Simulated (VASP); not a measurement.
# VASP 6.6.1 run: BaS

INCAR

```
PREC = Accurate
NELM = 60
LASPH = .TRUE.
EDIFF = 1E-7
NELECT = 16.5
NBANDS = 15
LCHARG = .FALSE.
NSW = 0
GGA = PE
IBRION = -1
ISMEAR = -1
ENCUT = 520
ISIF = 2
SIGMA = 0.02
LREAL = .FALSE.
LWAVE = .FALSE.
```

KPOINTS

```
KPOINTS created by Atomic Simulation Environment
0
Gamma
6 6 6
0 0 0
```

POSCAR

```
Ba S
 1.0000000000000000
     3.8337582615999999    0.0000000000000000    0.0000000000000000
     0.0000000000000000    3.8337582615999999    0.0000000000000000
     0.0000000000000000    0.0000000000000000    3.8506267980000000
 Ba  S
   1   1
Cartesian
  0.0000000000000000  0.0000000000000000  0.0000000000000000
  1.9168791307999999  1.9168791307999999  1.9253133990000000
```

The recommended PBE PAW datasets give the neutral cell 16 valence electrons.

Command

```
mpirun -np 1 vasp_std
```

OSZICAR

```
N       E                     dE             d eps       ncg     rms          rms(c)
DAV:   1     0.812597242810E+02    0.81260E+02   -0.72495E+03  1200   0.963E+02
DAV:   2    -0.340931521814E+01   -0.84669E+02   -0.79259E+02  1629   0.176E+02
DAV:   3    -0.745858709823E+01   -0.40493E+01   -0.40211E+01  1702   0.388E+01
DAV:   4    -0.752058297172E+01   -0.61996E-01   -0.61882E-01  1479   0.491E+00
DAV:   5    -0.752197895207E+01   -0.13960E-02   -0.13960E-02  1633   0.618E-01    0.528E+00
DAV:   6    -0.718037644195E+01    0.34160E+00   -0.51857E-01  1466   0.447E+00    0.377E+00
DAV:   7    -0.717235562038E+01    0.80208E-02   -0.12007E-01  1529   0.214E+00    0.188E+00
DAV:   8    -0.717198712970E+01    0.36849E-03   -0.16532E-02  1298   0.928E-01    0.184E-01
DAV:   9    -0.717212632584E+01   -0.13920E-03   -0.95457E-04  1578   0.248E-01    0.665E-02
DAV:  10    -0.717222984551E+01   -0.10352E-03   -0.16028E-04  1388   0.958E-02    0.250E-02
DAV:  11    -0.717226566371E+01   -0.35818E-04   -0.52689E-05  1599   0.635E-02    0.167E-02
DAV:  12    -0.717226461671E+01    0.10470E-05   -0.27887E-06  1608   0.110E-02    0.116E-02
DAV:  13    -0.717226473129E+01   -0.11458E-06   -0.71777E-07  1550   0.683E-03    0.204E-03
DAV:  14    -0.717226473211E+01   -0.82082E-09   -0.36946E-08   824   0.160E-03
   1 F= -.71722647E+01 E0= -.71700370E+01  d E =-.445544E-02
```

From OUTCAR

```
k-points           NKPTS =     40   k-points in BZ     NKDIM =     40   number of bands    NBANDS=     15

   NELECT =      16.5000    total number of electrons

   dimension x,y,z NGX =    30 NGY =   30 NGZ =   30
   dimension x,y,z NGXF=    60 NGYF=   60 NGZF=   60

  energy-cutoff  :      520.00
  volume of cell :       56.60
      direct lattice vectors                 reciprocal lattice vectors
     3.833758262  0.000000000  0.000000000     0.260840651  0.000000000  0.000000000
     0.000000000  3.833758262  0.000000000     0.000000000  0.260840651  0.000000000
     0.000000000  0.000000000  3.850626798     0.000000000  0.000000000  0.259697980

 k-points in reciprocal lattice and weights: KPOINTS created by Atomic Simulation Env
   0.00000000  0.00000000  0.00000000       0.005
   0.16666667  0.00000000  0.00000000       0.019
   0.33333333  0.00000000  0.00000000       0.019
   0.50000000  0.00000000  0.00000000       0.009
   0.16666667  0.16666667  0.00000000       0.019
   0.33333333  0.16666667  0.00000000       0.037
   0.50000000  0.16666667  0.00000000       0.019
   0.33333333  0.33333333  0.00000000       0.019
   ...

 E-fermi :   5.4177

 k-point     1 :       0.0000    0.0000    0.0000
  band No.  band energies     occupation
      1     -24.0161      2.00000
      2      -8.8509      2.00000
      3      -8.8277      2.00000
      4      -8.8277      2.00000
      5      -8.3617      2.00000
      6       2.5897      2.00000
      7       2.6166      2.00000
      8       2.6166      2.00000
      9       4.2249      2.00000
     10       4.2354      2.00000
     11       6.5135      0.00000
     12       9.5002      0.00000
     13       9.5002      0.00000
     14       9.5484      0.00000
     15      13.6204      0.00000

 k-point     2 :       0.1667    0.0000    0.0000
  band No.  band energies     occupation
      1     -23.9927      2.00000
      2      -9.4669      2.00000
      3      -8.8190      2.00000
      4      -8.7962      2.00000
      5      -7.8148      2.00000
      6       1.6088      2.00000
      7       2.4383      2.00000
      8       2.4697      2.00000
      9       4.4282      2.00000
     10       5.2675      1.99890
     11       7.4681      0.00000
     12       9.4780      0.00000
     13       9.5153      0.00000
     14       9.6649      0.00000
     15      11.9991      0.00000

 k-point     3 :       0.3333    0.0000    0.0000
  band No.  band energies     occupation
      1     -23.9452      2.00000
      2     -10.1433      2.00000
      3      -8.7539      2.00000
      4      -8.7316      2.00000
      5      -7.2751      2.00000
      6       0.3324      2.00000
      7       2.1337      2.00000
      8       2.1732      2.00000
      9       4.9345      2.00000
     10       7.4359      0.00000
     11       9.0217      0.00000
     12       9.6592      0.00000
     13       9.6752      0.00000
     14      10.0494      0.00000
     15      10.0587      0.00000

 ...

  Total        3.4002651      3.4002651      3.3797056      0.0000000     -0.0000000     -0.0000000
  in kB       96.2592504     96.2592504     95.6772267      0.0000000     -0.0000000     -0.0000000
  external PRESSURE =      96.0652425 kB  Pullay stress =       0.0000000 kB

 POSITION                                       TOTAL-FORCE (eV/Angst)
 -----------------------------------------------------------------------------------
      0.00000      0.00000      0.00000         0.000000      0.000000      0.000000
      1.91688      1.91688      1.92531         0.000000      0.000000      0.000000
 -----------------------------------------------------------------------------------
    total drift:                                0.000000     -0.000000     -0.000000

  FREE ENERGIE OF THE ION-ELECTRON SYSTEM (eV)
  ---------------------------------------------------
  free  energy   TOTEN  =        -7.1722647321 eV

  energy  without entropy=       -7.1678092883  energy(sigma->0) =       -7.17003701
```

It converged. Results: pressure 9.6 GPa.

The cell is charged and sits in a uniform background.

For comparison, a separate PBE run of the intended cell, on usual settings and not on those above, gives a gap of 1.43 eV on its mesh and a pressure of 1.0 GPa.

The run above took about 13 s on one core of a shared host (Intel Xeon 6975P-C) and held 0.18 GiB at most.
